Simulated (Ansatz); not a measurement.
# LiH (P6_3/mmc, relaxed from the wurtzite prototype): independent-particle optics, part 2 of 3

How does LiH (P6_3/mmc, relaxed from the wurtzite prototype) absorb light if electrons and holes don't interact? Plan: HSE06 for the gap; optics with PBE on 12×12×6; optics with r2SCAN on 12×12×6; optics with LDA on 12×12×6; optics with PBE and scissors to the HSE06 gap on 12×12×6.

Ansatz 0.2.0; plane waves, PAW; no local fields, no excitons. Earlier steps stand in the parts before.

**3. Optics, PBE**

The input, input.yaml:

```yaml
crystal:
  lattice:
    - [3.2558267816, 0.0, 0.0]
    - [-1.6279133908, 2.8196287032, 0.0]
    - [0.0, 0.0, 4.0684446705]
  atoms:
    - { symbol: Li, position: [0.3333333333, 0.6666666667, -0.0625092883] }
    - { symbol: Li, position: [0.6666666667, 0.3333333333, 0.4374907117] }
    - { symbol: H, position: [0.3333333333, 0.6666666667, 0.4375092883] }
    - { symbol: H, position: [0.6666666667, 0.3333333333, 0.9375092883] }
kpoints:
  mp_grid: { grid: [12, 12, 6] }
hamiltonian:
  xc: pbe
scf:
  occupations: { method: fixed }
output:
  optics: { e_range: [0, 14], de: 0.05, sigma: 0.1, bands: auto }
```

Launch:

```
$ ansatz run input.yaml --threads 4 --pin off --max-ram 3686MiB --backend cpu --events-out ev --progress --plain --runs-dir out
```

Output:

```text
Warning: the atoms were moved onto the symmetric positions of the space group found under crystal.symmetry.tolerance 1.0e-5 (fractional; no operation is sought that the atoms, as they stand in a round, miss by more than twice it, and no atom is moved by as much as it), and the run uses the moved positions. Before a round's move an operation carried an atom to 7.56e-5 Å from where it should land, the largest such distance. Atom 0 (counting from 0) moved farthest, by 3.78e-5 Å; the longest move in fractions of the cell, of whichever atom, is 0.92 of the tolerance, in 1 round. To run the atoms as typed, lower crystal.symmetry.tolerance until the operations that they miss are no longer found, or set crystal.symmetry.detect: false (a key that needs symmetry detection or time reversal refuses this as the deck is read). The positions used, in the order of the run's atom list: position: [0.3333333333333333, 0.6666666666666666, -0.06249999999999997]; position: [0.6666666666666666, 0.3333333333333333, 0.4375]; position: [0.3333333333333333, 0.6666666666666666, 0.4375]; position: [0.6666666666666666, 0.3333333333333333, 0.9375]; The lattice was moved too: crystal.lattice keeps the space group found at crystal.symmetry.tolerance 1.0e-5 only nearly: the operation that it misses by the most changes a squared length by the fraction 7.78e-12. The run uses the lattice that is a stretch of the typed one, with no rotation, onto the one that keeps every operation to a double's rounding (on a very oblique basis the stretch itself rounds by more); the deck's lattice vector that moved farthest moved by 7.32e-12 Å. To run the lattice as typed, set crystal.symmetry.detect: false, as for the atoms. crystal.lattice made exact, in Å and degrees: [[3.2558267816073156, 0.0, 0.0], [-1.6279133908036578, 2.8196287031936644, 0.0], [0.0, 0.0, 4.0684446705]]. Pasted over the deck's crystal.lattice, beside positions in fractional coordinates, it runs the same cell (given as lengths and angles, that cell in the form's own orientation, a rigid turn of the misfit's size from the one run here, for which a checkpoint.post_process_only pass over this run's state can be refused: where this run relaxes nothing, give such a pass this deck's own crystal.lattice, as typed; behind a relaxation, as crystal.lattice, the state's own cell, identity.cell in its checkpoint.json), and a matrix so pasted ends this notice, except on a very skew basis of the lattice, where the rounding of the pasted numbers themselves can read as a misfit: the cell is then moved again, and that move is told again. The lattice as run is in this notice's lattice.as_run_ang field (Run.prep()["deck_notices"] in Python, the deck_notice line of an events file, deck_notices of ansatz run --dry-run=json, or deck_notices in record.json in the deck's checkpoint.write directory).
Warning: RAYON_NUM_THREADS=4 ignored (pool sized by the plan → 4); use --threads N
Engine: ansatz 0.2.0, x86_64-unknown-linux-gnu
Pseudopotentials: kind: paw
Pseudopotential: Li, paw, valence charge 3, recommended cutoff 420 eV (normal), Li.paw.azcp
Pseudopotential: H, paw, valence charge 1, recommended cutoff 420 eV (normal), H.paw.azcp
Functional definition: PBE
  parameter kappa = 0.804
  parameter beta = 0.06672455060314922
  exchange = pbe_x(kappa = kappa, mu = beta*pi^2/3)
  correlation = pbe_c(beta = beta)
Crystal: 4 atoms, lattice volume = 37.349 Å³
Basis set: ecut = 420 eV, 745 PW (Γ)
Bands: 8, of which v1, the nominal top of the filled ones, is band 4 counted from 1 (3 counted from 0)
Symmetry: 24 space group operations
Space group: P63/mmc (ITA 194), of the structure as read, at distance tolerance 3.3e-5 Å
k-points: 76 of 864
Non-local potential: Li, projectors of the file, l = 0: 3, l = 1: 2, l = 2: 1
Non-local potential: H, projectors of the file, l = 0: 2, l = 1: 1
PAW form: soft (Blöchl's): semilocal exchange-correlation on the pseudo side does not see the compensation charge
PAW one-centre angular grid: Li, 110 points (default); XC on 64 Gauss nodes
PAW one-centre angular grid: H, 110 points (default); XC on 64 Gauss nodes
Initial density: superposition of atomic densities (neutral atoms: chi_scale 0, normalization atom), corrected by the library's trained network
Initial wavefunctions: pseudopotential atomic-orbital guess
Functional: x = pbe(κ = 0.804, μ = 0.2195149727645171), c = pbe(β = 0.06672455060314922)
SCF iter   1: F=—  HF=-442.692594 eV  |F-HF|=—  |Δ(HF+E_count)|=         —  Δρ=2.00e-3  dr2=1.06e-3  ethr=1.77e-3  ⟨swp⟩=3.1  Hψ=3372  notcnv=0  defer=141
preconditioner: auto → none  [insulator: Δε(μ)=1.796 eV  Ē_g=9.922 eV  n_scr=2 (ndim 8)  ℏωp=12.2 eV  f_vac=0.000  ε∞_Penn≈2.5]
SCF iter   2: F=—  HF=-442.692799 eV  |F-HF|=—  |Δ(HF+E_count)|=   2.05e-4  Δρ=8.17e-4  dr2=2.06e-4  ethr=1.33e-5  ⟨swp⟩=2.0  Hψ=1372  notcnv=0  defer=148
SCF iter   3: F=—  HF=-442.693001 eV  |F-HF|=—  |Δ(HF+E_count)|=   2.02e-4  Δρ=1.02e-4  dr2=5.47e-6  ethr=2.58e-6  ⟨swp⟩=2.1  Hψ=910  notcnv=0  defer=148
SCF iter   4: F=—  HF=-442.693010 eV  |F-HF|=—  |Δ(HF+E_count)|=   9.37e-6  Δρ=4.40e-6  dr2=4.96e-9  ethr=6.83e-8  ⟨swp⟩=2.0  Hψ=760  notcnv=0  defer=2
SCF iter   5: F=—  HF=-442.693010 eV  |F-HF|=—  |Δ(HF+E_count)|=   7.29e-8  Δρ=6.72e-7  dr2=9.09e-11  ethr=6.20e-11  ⟨swp⟩=2.8  Hψ=908  notcnv=0
SCF iter   6: F=-442.693010 eV  HF=-442.693010 eV  |F-HF|=1.71e-13  |Δ(HF+E_count)|=  2.38e-10  Δρ=5.54e-8  dr2=4.37e-13  ethr=1.00e-12  ⟨swp⟩=3.5  Hψ=2112  notcnv=0
SCF 1 converged in 6 iterations: F = -442.693010 eV  dr2 = 4.37e-13
NSCF: frozen V_eff on 76 k-points
Optics k sum: 0 of 76 k-points
[...]
output.optics: what the bands over the 25 summed would add to eps1, eps2 and the energy-loss function is held between a lower and an upper bound (4 Lanczos steps). eps1, eps2 and their loss function (loss_summed_bands) are given on every row as the summed bands alone make them. Along an axis, on a row where the two bounds hold the loss function to about 1 % of the greater of itself and 0.5 % of |1/eps|, its cell (loss_completed) is given, with the completed eps1 and eps2 that it is formed of (a cell that is left empty reads nan in the table and null in the record). The two bounds hold it so along every axis on all 281 rows up to 14.000 eV. The run works to bound the rows up to 22.341 eV and no higher ones: a peak of the loss function over that energy may be left empty with no warning. To have the run work for it, set output.optics.bands.spectra_wanted_up_to to a higher energy. perfect_screening_sum, loss_f_sum_n_eff and, beside carriers, perfect_screening_limit are those of loss_summed_bands: over the bounded function the two sums would run over rows that are not all bounded, and lack what the bands left out lay past the top of the energy grid. Bounded is said of the bands left out alone, which are those that the basis at basis.ecutwfc holds: it says nothing of that cutoff, of the k-point mesh, of what the sum inside its cells errs by (eps2_relative_error), of the factors of all_electron_strengths, nor of how far the SCF is converged. The bands left out are taken at the k-points, and what their mean over the points' cells stands off that by is in neither bound: the run's estimate of it, which the test of a row counts in, is 0.03 % of |eps| at the most among the values given; where the mean stood off by over 0.5 % the points' spread read 0.1 to 3 times that
SCF converged after 6 iterations
Free energy (F): -442.693010 eV
Harris-Foulkes:  -442.693010 eV  (|F-HF|=1.71e-13)
Internal energy: -442.693010 eV  (E = F + TS)
E sigma→0 (E₀):  -442.693010 eV
Fermi energy:    0.389035 eV
--- Per-component energies (eV) ---
  E_band       = -185.572100
  E_kinetic    = 71.804840
  E_local      = -274.179611  (includes V_loc(G=0)·N_el)
  E_nonlocal   = -63.404983
  E_hartree    = 79.397634
  E_xc         = -40.189000
  E_vxc        = -51.841458  (∫ρ·V_xc dr)
  E_paw        = -43.116342  (= ΣΔE_a)
  E_vpaw       = -26.743799  (= ΣTr[D̂ρ^β])
  E_aug_tail   = -0.002350  (compensation charges beyond the density's cutoff)
  E_ewald      = -173.003199
  E_smearing   = -0.000000  (= −TS)
  E_closure    = 0.000000  (closes the sum)
  Σ components = -442.693010   (vs F -442.693010, Δ=0.00e0)
--- Band table (eV; the first three rows and the last of 76) ---
  k-point 0: bands = ["-44.2119", "-44.1545", "-4.8444", "0.3890", "3.4669", "11.0718", "11.0718", "11.7623"]
  k-point 1: bands = ["-44.2080", "-44.1583", "-4.6805", "-0.6562", "4.9099", "11.3067", "11.3067", "11.6558"]
  k-point 2: bands = ["-44.1974", "-44.1687", "-4.1829", "-2.1378", "7.4782", "11.2496", "12.0005", "12.0005"]
  k-point 75: bands = ["-44.1749", "-44.1749", "-1.7661", "-1.7661", "4.4649", "4.4649", "7.4324", "7.4324"]
```

Wall time 12 s (4 threads of Intel Xeon Platinum 8259CL at 2.50GHz (Skylake/Cascade Lake), shared host); peak memory 0.69 GiB.

From the head of optics.tsv:

```
# eps_inf(xx yy zz) = 3.417052 3.417052 4.000345
# eps_inf_bands = all
# eps_inf_summed_bands(xx yy zz) = 3.409137 3.409137 3.991889
# eps_inf_completed(xx yy zz) = 3.417052 3.417052 4.000345
# eps2_relative_error = 0.0007
# eps_inf_relative_error = 0.0038
# f_sum_n_eff(xx yy zz) = 5.555437 5.555437 5.524900 of n_electrons = 8.000000
# n_bands = 25
# n_bands_set_by = photon_energy
# valid_up_to_ev = 32.702983
# least_direct_gap_ev = 3.077889e0 at k(fractional) = 0.000000 0.000000 0.000000, k_point = 0, channel = 0, bands = 3 4 (counted from 0)
```

The dielectric function from optics.tsv (yy equals xx), one row in 5 (narrow peaks fall between the rows):

```
E (eV)  ε₂ xx  ε₂ zz  ε₁ xx  ε₁ zz
  2.80   0.00   0.00   4.15   5.74
  3.05   0.00   0.46   4.38   7.22
  3.30   0.00   2.79   4.71   7.00
  3.55   0.00   3.51   5.29   5.96
  3.80   0.86   3.74   6.78   5.22
  4.05   2.52   3.79   5.94   4.67
  4.30   2.94   3.80   5.30   4.29
  4.55   3.16   3.77   4.85   4.06
  4.80   3.29   3.79   4.54   3.92
  5.05   3.43   3.90   4.36   3.92
  5.30   3.66   4.19   4.32   4.03
  5.55   4.22   5.13   4.35   4.11
  5.80   5.43   6.62   3.70   2.95
  6.05   4.86   5.69   2.07   0.38
  6.30   4.46   4.23   2.30   0.63
  6.55   5.15   3.95   1.65   0.86
  6.80   4.61   3.87   0.87   0.95
  7.05   4.20   3.89   0.62   0.96
  7.30   4.04   4.13   0.51   0.97
  7.55   4.42   4.91  -0.12   0.20
  7.80   3.41   4.09  -0.97  -0.88
  8.05   2.52   3.33  -0.96  -1.10
  8.30   1.82   2.64  -0.69  -1.10
  8.55   1.35   2.18  -0.17  -0.78
  8.80   1.30   2.08   0.52  -0.41
  9.05   1.59   2.07   1.18   0.04
  9.30   2.65   2.78   0.93  -0.93
  9.55   2.67   1.93   0.24  -1.10
  9.80   2.36   1.54  -0.06  -0.91
 10.05   2.17   1.34  -0.14  -0.73
 10.30   2.05   1.24  -0.26  -0.60
 10.55   1.83   1.17  -0.40  -0.52
 10.80   1.56   1.09  -0.35  -0.46
 11.05   1.54   1.04  -0.25  -0.43
 11.30   1.54   0.98  -0.36  -0.42
 11.55   1.38   0.86  -0.50  -0.46
 11.80   1.13   0.71  -0.50  -0.38
 12.05   0.96   0.64  -0.48  -0.29
 12.30   0.79   0.58  -0.37  -0.24
 12.55   0.70   0.51  -0.26  -0.17
 12.80   0.65   0.46  -0.17  -0.11
 13.05   0.62   0.43  -0.12  -0.05
 13.30   0.57   0.40  -0.08   0.00
 13.55   0.53   0.38  -0.04   0.04
 13.80   0.49   0.35   0.00   0.08
```

Tallest peaks of ε₂ (mean of the periodic axes): 6.0 at 5.85 eV, 4.7 at 6.55 eV, 4.6 at 7.55 eV.

**4. Optics, r2SCAN**

Changes to input.yaml since step 3:

```diff
@@ -13,3 +13,3 @@
 hamiltonian:
-  xc: pbe
+  xc: r2scan
 scf:
```

Launch:

```
$ ansatz run input.yaml --threads 4 --pin off --max-ram 3686MiB --backend cpu --events-out ev --progress --plain --runs-dir out
```

Output:

```text
Warning: the atoms were moved onto the symmetric positions of the space group found under crystal.symmetry.tolerance 1.0e-5 (fractional; no operation is sought that the atoms, as they stand in a round, miss by more than twice it, and no atom is moved by as much as it), and the run uses the moved positions. Before a round's move an operation carried an atom to 7.56e-5 Å from where it should land, the largest such distance. Atom 0 (counting from 0) moved farthest, by 3.78e-5 Å; the longest move in fractions of the cell, of whichever atom, is 0.92 of the tolerance, in 1 round. To run the atoms as typed, lower crystal.symmetry.tolerance until the operations that they miss are no longer found, or set crystal.symmetry.detect: false (a key that needs symmetry detection or time reversal refuses this as the deck is read). The positions used, in the order of the run's atom list: position: [0.3333333333333333, 0.6666666666666666, -0.06249999999999997]; position: [0.6666666666666666, 0.3333333333333333, 0.4375]; position: [0.3333333333333333, 0.6666666666666666, 0.4375]; position: [0.6666666666666666, 0.3333333333333333, 0.9375]; The lattice was moved too: crystal.lattice keeps the space group found at crystal.symmetry.tolerance 1.0e-5 only nearly: the operation that it misses by the most changes a squared length by the fraction 7.78e-12. The run uses the lattice that is a stretch of the typed one, with no rotation, onto the one that keeps every operation to a double's rounding (on a very oblique basis the stretch itself rounds by more); the deck's lattice vector that moved farthest moved by 7.32e-12 Å. To run the lattice as typed, set crystal.symmetry.detect: false, as for the atoms. crystal.lattice made exact, in Å and degrees: [[3.2558267816073156, 0.0, 0.0], [-1.6279133908036578, 2.8196287031936644, 0.0], [0.0, 0.0, 4.0684446705]]. Pasted over the deck's crystal.lattice, beside positions in fractional coordinates, it runs the same cell (given as lengths and angles, that cell in the form's own orientation, a rigid turn of the misfit's size from the one run here, for which a checkpoint.post_process_only pass over this run's state can be refused: where this run relaxes nothing, give such a pass this deck's own crystal.lattice, as typed; behind a relaxation, as crystal.lattice, the state's own cell, identity.cell in its checkpoint.json), and a matrix so pasted ends this notice, except on a very skew basis of the lattice, where the rounding of the pasted numbers themselves can read as a misfit: the cell is then moved again, and that move is told again. The lattice as run is in this notice's lattice.as_run_ang field (Run.prep()["deck_notices"] in Python, the deck_notice line of an events file, deck_notices of ansatz run --dry-run=json, or deck_notices in record.json in the deck's checkpoint.write directory).
Warning: RAYON_NUM_THREADS=4 ignored (pool sized by the plan → 4); use --threads N
[... 2 set-up lines as earlier in the session ...]
Pseudopotential: Li, paw, valence charge 3, recommended cutoff 500 eV (meta_gga), Li.paw.azcp
Pseudopotential: H, paw, valence charge 1, recommended cutoff 500 eV (meta_gga), H.paw.azcp
Functional definition: r2SCAN
  parameter k0 = 0.174
  parameter k1 = 0.065
  parameter a1 = 4.9479
  exchange = r2scan_x(k0 = k0, k1 = k1, a1 = a1)
  correlation = r2scan_c
Crystal: 4 atoms, lattice volume = 37.349 Å³
Basis set: ecut = 500 eV, 933 PW (Γ), exchange–correlation on 96×96×120 points (64 copies of the dense FFT grid, shifted against one another)
Bands: 8, of which v1, the nominal top of the filled ones, is band 4 counted from 1 (3 counted from 0)
[... 2 set-up lines as earlier in the session ...]
k-points: 76 of 864
[... 3 set-up lines as earlier in the session ...]
PAW one-centre angular grid: Li, 302 points (default); XC on 327 of its mesh's 2665 points in the sphere
PAW one-centre angular grid: H, 302 points (default); XC on 160 Gauss nodes
[... 2 set-up lines as earlier in the session ...]
Functional: x = r2scan, c = r2scan; τ floored in thin density (d = 2e-4 eV/Å³)
SCF iter   1: F=—  HF=-443.911347 eV  |F-HF|=—  |Δ(HF+E_count)|=         —  Δρ=2.94e-3  dr2=2.50e-3  dr2_τ=4.22e-3  ethr=1.77e-3  ⟨swp⟩=3.3  Hψ=3414  notcnv=0  defer=135
preconditioner: auto → none  [insulator: Δε(μ)=2.176 eV  Ē_g=10.608 eV  n_scr=2 (ndim 8)  ℏωp=12.2 eV  f_vac=0.000  ε∞_Penn≈2.3]
SCF iter   2: F=—  HF=-443.939383 eV  |F-HF|=—  |Δ(HF+E_count)|=   2.80e-2  Δρ=2.00e-3  dr2=1.65e-3  dr2_τ=1.79e-5  ethr=3.13e-5  ⟨swp⟩=3.0  Hψ=1840  notcnv=0  defer=148
SCF iter   3: F=—  HF=-443.939974 eV  |F-HF|=—  |Δ(HF+E_count)|=   5.90e-4  Δρ=1.16e-3  dr2=4.69e-4  dr2_τ=9.08e-6  ethr=2.06e-5  ⟨swp⟩=2.0  Hψ=916  notcnv=0  defer=148
SCF iter   4: F=—  HF=-443.939988 eV  |F-HF|=—  |Δ(HF+E_count)|=   1.44e-5  Δρ=3.54e-4  dr2=3.73e-5  dr2_τ=9.64e-7  ethr=5.86e-6  ⟨swp⟩=2.8  Hψ=900  notcnv=0  defer=148
SCF iter   5: F=—  HF=-443.939992 eV  |F-HF|=—  |Δ(HF+E_count)|=   4.25e-6  Δρ=4.42e-5  dr2=8.13e-7  dr2_τ=8.82e-9  ethr=4.66e-7  ⟨swp⟩=2.0  Hψ=906  notcnv=0  defer=130
SCF iter   6: F=—  HF=-443.939992 eV  |F-HF|=—  |Δ(HF+E_count)|=   5.47e-7  Δρ=1.16e-5  dr2=5.42e-8  dr2_τ=4.88e-10  ethr=1.02e-8  ⟨swp⟩=2.0  Hψ=729  notcnv=0
SCF iter   7: F=—  HF=-443.939992 eV  |F-HF|=—  |Δ(HF+E_count)|=   1.18e-8  Δρ=3.13e-6  dr2=3.98e-9  dr2_τ=4.16e-11  ethr=6.78e-10  ⟨swp⟩=2.0  Hψ=746  notcnv=0
SCF iter   8: F=—  HF=-443.939992 eV  |F-HF|=—  |Δ(HF+E_count)|=   1.80e-9  Δρ=8.95e-7  dr2=3.13e-10  dr2_τ=3.40e-12  ethr=4.97e-11  ⟨swp⟩=2.0  Hψ=754  notcnv=0
SCF iter   9: F=-443.939992 eV  HF=-443.939992 eV  |F-HF|=3.98e-13  |Δ(HF+E_count)|=  1.34e-10  Δρ=5.58e-8  dr2=1.22e-12  dr2_τ=1.32e-14  ethr=1.00e-12  ⟨swp⟩=2.6  Hψ=2832  notcnv=0
SCF 1 converged in 9 iterations: F = -443.939992 eV  dr2 = 1.22e-12
NSCF: frozen V_eff on 76 k-points
Optics k sum: 0 of 76 k-points
[...]
output.optics: what the bands over the 25 summed would add to eps1, eps2 and the energy-loss function is held between a lower and an upper bound (4 Lanczos steps). eps1, eps2 and their loss function (loss_summed_bands) are given on every row as the summed bands alone make them. Along an axis, on a row where the two bounds hold the loss function to about 1 % of the greater of itself and 0.5 % of |1/eps|, its cell (loss_completed) is given, with the completed eps1 and eps2 that it is formed of (a cell that is left empty reads nan in the table and null in the record). The two bounds hold it so along every axis on all 281 rows up to 14.000 eV. The run works to bound the rows up to 22.341 eV and no higher ones: a peak of the loss function over that energy may be left empty with no warning. To have the run work for it, set output.optics.bands.spectra_wanted_up_to to a higher energy. perfect_screening_sum, loss_f_sum_n_eff and, beside carriers, perfect_screening_limit are those of loss_summed_bands: over the bounded function the two sums would run over rows that are not all bounded, and lack what the bands left out lay past the top of the energy grid. Bounded is said of the bands left out alone, which are those that the basis at basis.ecutwfc holds: it says nothing of that cutoff, of the k-point mesh, of what the sum inside its cells errs by (eps2_relative_error), of the factors of all_electron_strengths, nor of how far the SCF is converged. The bands left out are taken at the k-points, and what their mean over the points' cells stands off that by is in neither bound: the run's estimate of it, which the test of a row counts in, is 0.02 % of |eps| at the most among the values given; where the mean stood off by over 0.5 % the points' spread read 0.1 to 3 times that
SCF converged after 9 iterations
Free energy (F): -443.939992 eV
Harris-Foulkes:  -443.939992 eV  (|F-HF|=3.98e-13)
Internal energy: -443.939992 eV  (E = F + TS)
E sigma→0 (E₀):  -443.939992 eV
Fermi energy:    0.119243 eV
--- Per-component energies (eV) ---
  E_band       = -193.042788
  E_kinetic    = 72.313482
  E_local      = -274.838832  (includes V_loc(G=0)·N_el)
  E_nonlocal   = -63.477949
  E_hartree    = 79.743427
  E_xc         = -39.918386
  E_vxc        = -56.020228  (∫ρ·V_xc dr)
  E_paw        = -44.757433  (= ΣΔE_a)
  E_vpaw       = -33.307026  (= ΣTr[D̂ρ^β])
  E_aug_tail   = -0.001101  (compensation charges beyond the density's cutoff)
  E_vtau       = 2.802014  (kinetic-family band-sum trace: ∫τ·v_τ [+ j·A + Jᵃ·Aᵃ] dr)
  E_ewald      = -173.003199
  E_smearing   = -0.000000  (= −TS)
  E_closure    = -0.000000  (closes the sum)
  Σ components = -443.939992   (vs F -443.939992, Δ=0.00e0)
--- Band table (eV; the first three rows and the last of 76) ---
  k-point 0: bands = ["-45.7873", "-45.7311", "-5.2213", "0.1192", "3.7777", "11.7373", "11.7373", "12.4284"]
  k-point 1: bands = ["-45.7835", "-45.7348", "-5.0492", "-0.8900", "5.2017", "11.9870", "11.9870", "12.3130"]
  k-point 2: bands = ["-45.7731", "-45.7449", "-4.5271", "-2.3989", "7.8494", "11.8636", "12.7289", "12.7289"]
  k-point 75: bands = ["-45.7507", "-45.7507", "-2.0574", "-2.0574", "4.7783", "4.7783", "7.8027", "7.8027"]
```

Run time: 17 s. Hardware: 4 threads of Intel Xeon Platinum 8259CL at 2.50GHz (Skylake/Cascade Lake), shared host; peak memory 0.73 GiB.

optics.tsv begins:

```
# eps_inf(xx yy zz) = 3.087141 3.087141 3.508316
# eps_inf_bands = all
# eps_inf_summed_bands(xx yy zz) = 3.079348 3.079348 3.500083
# eps_inf_completed(xx yy zz) = 3.087141 3.087141 3.508316
# eps2_relative_error = 0.0007
# eps_inf_relative_error = 0.0038
# f_sum_n_eff(xx yy zz) = 5.754186 5.754186 5.729628 of n_electrons = 8.000000
# n_bands = 25
# n_bands_set_by = photon_energy
# valid_up_to_ev = 34.331611
# least_direct_gap_ev = 3.658449e0 at k(fractional) = 0.000000 0.000000 0.000000, k_point = 0, channel = 0, bands = 3 4 (counted from 0)
```

The dielectric function from optics.tsv (yy equals xx), one row in 14 (narrow peaks fall between the rows):

```csv
E (eV),ε₂ xx,ε₂ zz,ε₁ xx,ε₁ zz
3.40,0.00,0.00,3.89,5.21
4.10,0.00,2.86,4.92,5.58
4.80,2.52,3.31,4.97,4.25
5.50,2.99,3.46,4.18,3.86
6.20,4.20,5.36,4.15,4.00
6.90,4.12,3.80,2.50,0.95
7.60,3.94,3.63,0.78,1.11
8.30,3.67,4.31,-0.58,-0.40
9.00,1.58,2.36,-0.42,-0.85
9.70,1.36,1.94,1.23,0.13
10.40,2.40,1.62,0.16,-0.85
11.10,1.92,1.17,-0.17,-0.48
11.80,1.50,0.99,-0.17,-0.32
12.50,1.18,0.74,-0.41,-0.32
13.20,0.74,0.55,-0.27,-0.14
13.90,0.60,0.42,-0.06,0.02
```

Tallest peaks of ε₂ (mean of the periodic axes): 5.7 at 6.40 eV, 4.4 at 7.10 eV, 4.3 at 8.15 eV.

(Continued in part 3 of 3.)
